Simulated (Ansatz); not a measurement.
AgCl, DFT, PBE, all-electron PAW with datasets made for the crystal, scalar-relativistic (Ansatz 0.2.0), run on 1 thread of Arm Neoverse V2 on a shared host.

The cell was built from the wurtzite type and relaxed in the same program, and has space group P6_3mc; it needn't be a known or the stable phase.

Command: `ansatz run input.yaml --threads 1 --pin off --max-ram 3072MiB --backend cpu --events-out ev --progress --plain --runs-dir out`

```yaml
crystal:
  lattice:
    - [4.2981792161, 0.0, 0.0]
    - [-2.1490896081, 3.7223323912, 0.0]
    - [0.0, 0.0, 6.9458893937]
  atoms:
    - { symbol: Ag, position: [0.3333333333, 0.6666666667, -0.0013968115] }
    - { symbol: Ag, position: [0.6666666667, 0.3333333333, 0.4986031885] }
    - { symbol: Cl, position: [0.3333333333, 0.6666666667, 0.3773968115] }
    - { symbol: Cl, position: [0.6666666667, 0.3333333333, 0.8773968115] }
kpoints:
  mp_grid: { grid: [11, 11, 6] }
  band_path:
    path:
      - [0.0, 0.0, 0.0]
      - [0.5, 0.0, 0.0]
      - [0.3333333333, 0.3333333333, 0.0]
      - [0.0, 0.0, 0.0]
      - [0.0, 0.0, 0.5]
      - [0.5, 0.0, 0.5]
      - [0.3333333333, 0.3333333333, 0.5]
      - [0.0, 0.0, 0.5]
      - [0.5, 0.0, 0.5]
    npoints: 8
scf:
  occupations: { method: fermi_dirac, width: 0.05 }
hamiltonian:
  xc: pbe
  pseudopotentials: { kind: all_electron, datasets: crystal }
output:
  forces: true
  stress: true
  eigenvalues: true
  efg: { contact_densities: true }
```

Q: How large is the problem that the program sets up?

A: 64 irreducible k-points, 941 plane waves at Γ, 22 bands.

Q: About how long does it take?

A: 71 s of wall time for 10 SCF iterations. Times on shared machines scatter by tens of per cent.

Q: And the same cell and mesh by full-potential LAPW, asked for forces, stress, eigenvalues, populations, dos and the same band path, on the same hardware?

A: 3 min.

Q: And the same cell and mesh by frozen-core PAW, asked for forces, stress, eigenvalues, efg, populations, bader, dos, write_density, write_potential, elf and the same band path, on the same hardware?

A: 60 s.
